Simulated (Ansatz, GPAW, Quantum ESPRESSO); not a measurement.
## Pt: 3 runs at one level of theory

```xyz
1
Lattice="0.0000 1.9609 1.9609 1.9609 0.0000 1.9609 1.9609 1.9609 0.0000" Properties=species:S:1:pos:R:3 pbc="T T T"
Pt    0.0000    0.0000    0.0000
```

Alike in all runs: task band structure; functional LDA; k mesh 12 × 12 × 12; occupations fermi-dirac, width 0.05 eV; no spin polarisation; no spin-orbit coupling. LDA stands for any of its common fits. Pressure is positive in compression and, in plane waves, holds the error of the finite cutoff.

```tsv
program and potentials	plane-wave cutoff (eV)	notes	pressure (GPa)
GPAW, the program's PAW data sets (release 1.2.1) made for this functional	600	16 valence electrons an atom on average	-7.03
Ansatz, all-electron LAPW, scalar-relativistic	-	-	-6.04
Quantum ESPRESSO, PseudoDojo 0.4.1 SR LDA standard	1034	18 valence electrons an atom on average	-7.39
```

The pressure spans -7.39 (Quantum ESPRESSO, PseudoDojo 0.4.1 SR LDA standard) to -6.04 GPa (Ansatz, all-electron LAPW, scalar-relativistic), with all-electron results at -6.04.

The functional is the same throughout but for its coding, so the spread measures potentials, basis and numerics; runs on potential files found faulty are left out.

All three runs put platinum under tension at this volume, so the LDA equilibrium lattice is smaller than the cell used, which lies close to the measured one. This is the usual LDA overbinding, here modest in terms of length. Platinum is very stiff because its broad, partly filled 5d band gives strong cohesion while the compressed sp electrons resist further contraction, so even a slight mismatch in lattice parameter produces a pressure of several GPa. For the same reason, the disagreement between the codes corresponds to only a small difference in equilibrium lattice parameter.

The sign of the pressure is therefore secure, but its exact size is less so. Both valence-only calculations give more tension than the all-electron one, and the set with 18 valence electrons lies further from it than the set with 16. Treating more semicore electrons explicitly thus doesn't by itself bring agreement, though the comparison can't isolate their effect from other differences in potential construction and basis. A single volume doesn't establish whether the codes also differ in bulk modulus.
